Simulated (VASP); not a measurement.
## VASP 6.6.1 run: TiS2

INCAR

```
NBANDS = 19
PREC = Accurate
LASPH = .TRUE.
LREAL = .FALSE.
LCHARG = .FALSE.
ISIF = 2
ENCUT = 520
GGA = PE
SIGMA = 0.02
EDIFF = 1E-7
LWAVE = .FALSE.
ISMEAR = -1
IBRION = -1
NELM = 87
NSW = 0
```

KPOINTS

```
KPOINTS created by Atomic Simulation Environment
0
Gamma
15 15 5
0 0 0
```

POSCAR

```
Ti S
 1.0000000000000000
     3.4109118719369875   -0.0000000000293028   -0.0000000000000000
    -1.7054559359431167    2.9539363311820166    0.0000000000000000
    -0.0000000000000000    0.0000000000000000    5.7407101477232176
 Ti  S
   1   2
Cartesian
  0.0000000000000000  0.0000000000000000 -0.0000000000000000
  0.0000000000169181  1.9692908874449104  1.4055207846752242
  1.7054559359769523  0.9846454437078038  4.3351893630479950
```

The recommended PBE PAW datasets give the neutral cell 24 valence electrons.

Command

```
mpirun -np 1 vasp_std
```

Question: Predict the outcome of this run.

Answer: It converged. Results: gap between bands v and c on the k mesh -0.05 eV (bands overlap: a metal); least direct gap on the k mesh 0.42 eV; pressure 1.5 GPa; largest force 0.11 eV/Å. Band v is the last that the valence electrons fill when counted band by band, and c is the next.

OSZICAR

```
N       E                     dE             d eps       ncg     rms          rms(c)
DAV:   1     0.211768022276E+03    0.21177E+03   -0.11619E+04  4522   0.127E+03
DAV:   2    -0.232952834253E+01   -0.21410E+03   -0.20682E+03  4708   0.338E+02
DAV:   3    -0.229385070572E+02   -0.20609E+02   -0.20093E+02  6406   0.100E+02
DAV:   4    -0.237148255644E+02   -0.77632E+00   -0.77385E+00  5971   0.185E+01
DAV:   5    -0.237413055719E+02   -0.26480E-01   -0.26466E-01  6564   0.318E+00    0.146E+01
DAV:   6    -0.209721738198E+02    0.27691E+01   -0.28602E+01  5097   0.443E+01    0.107E+01
DAV:   7    -0.202217306785E+02    0.75044E+00   -0.16042E+01  5426   0.290E+01    0.611E+00
DAV:   8    -0.199962665453E+02    0.22546E+00   -0.30110E+00  5231   0.138E+01    0.277E+00
DAV:   9    -0.199343614547E+02    0.61905E-01   -0.47357E-01  5455   0.528E+00    0.690E-01
DAV:  10    -0.199355515288E+02   -0.11901E-02   -0.17065E-02  5250   0.103E+00    0.354E-01
DAV:  11    -0.199367695830E+02   -0.12181E-02   -0.42395E-03  6595   0.421E-01    0.350E-01
DAV:  12    -0.199353381137E+02    0.14315E-02   -0.46528E-03  6215   0.474E-01    0.109E-01
DAV:  13    -0.199353528041E+02   -0.14690E-04   -0.20511E-04  5187   0.101E-01    0.591E-02
DAV:  14    -0.199353178223E+02    0.34982E-04   -0.13561E-04  6299   0.735E-02    0.117E-02
DAV:  15    -0.199353179791E+02   -0.15682E-06   -0.40865E-06  5185   0.153E-02    0.131E-02
DAV:  16    -0.199353173749E+02    0.60419E-06   -0.43435E-06  5624   0.126E-02    0.265E-03
DAV:  17    -0.199353175114E+02   -0.13648E-06   -0.40974E-07  5173   0.542E-03    0.208E-03
DAV:  18    -0.199353174864E+02    0.24994E-07   -0.69577E-08  3128   0.228E-03
   1 F= -.19935317E+02 E0= -.19935099E+02  d E =-.437453E-03
```

For comparison, a separate PBE run of the intended cell, on usual settings and not on those above, gives a gap of -0.08 eV on its mesh and a pressure of 1.5 GPa.
